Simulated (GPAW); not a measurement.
ZnSe (Stilleite): single point with PBE

**Measured values to compare with.**

From “Alloy Disordering Effects on the Thermal Conductivity and Energy Gap Temperature Dependence of Cd1−xZnxSe Ternary Crystals Grown by the Bridgman Method”, 2023, pmc:10253836, for a bulk crystal of ZnSe at 300 K: band gap 2.695 ± 0.003 eV (an exciton energy, a little under the gap).

The system is ZnSe (Stilleite).

```
Se Zn
1.0
     0.00000    2.83380    2.83380
     2.83380    0.00000    2.83380
     2.83380    2.83380    0.00000
Se Zn
1 1
Direct
  0.75000 0.75000 0.75000
  0.00000 0.00000 0.00000
```

```
Program             : GPAW 26.7.0
Task                : single point
Functional          : PBE
Potentials or basis : GPAW PAW data sets (gpaw-data 1.2.1)
Cutoff              : 500 eV
Basis               : pw
k mesh              : 7 × 7 × 7
Occupations         : fermi-dirac, width 0.05 eV
Spin                : no spin polarisation
Maxiter             : 80
```

```yaml
Pressure: 1.9 GPa
Band_gap_on_the_k_mesh: 1.30 eV, direct
```

Levels at points of the mesh, in eV from the valence-band top:
```tsv
k point	band 7	band 8	band 9	band 10	band 11	band 12
(0.00, 0.00, 0.00)	0.00	0.00	0.00	1.30	5.81	5.81
```

Run time: 11 s on 1 thread of Arm Neoverse V1, with other jobs on the host, peak memory 0.14 GiB.

Measured gap of ZnSe: 2.695 eV (an exciton energy, a little under the gap; 300 K; “Alloy Disordering Effects on the Thermal Conductivity and Energy Gap Temperature Dependence of Cd1−xZnxSe Ternary Crystals Grown by the Bridgman Method”, 2023, pmc:10253836). This calculation gives 1.30 eV (-1.40 eV). So large a miss can be the level of theory's own, or it may mean another phase, state or a wrong row. Spin-orbit coupling on Se is left out. The value is that of PBE, without temperature or zero-point motion. Semilocal functionals fall short of measured gaps as a rule.

Caveat: the cutoff is short for stress and forces, so pressures can be off by a GPa or more.
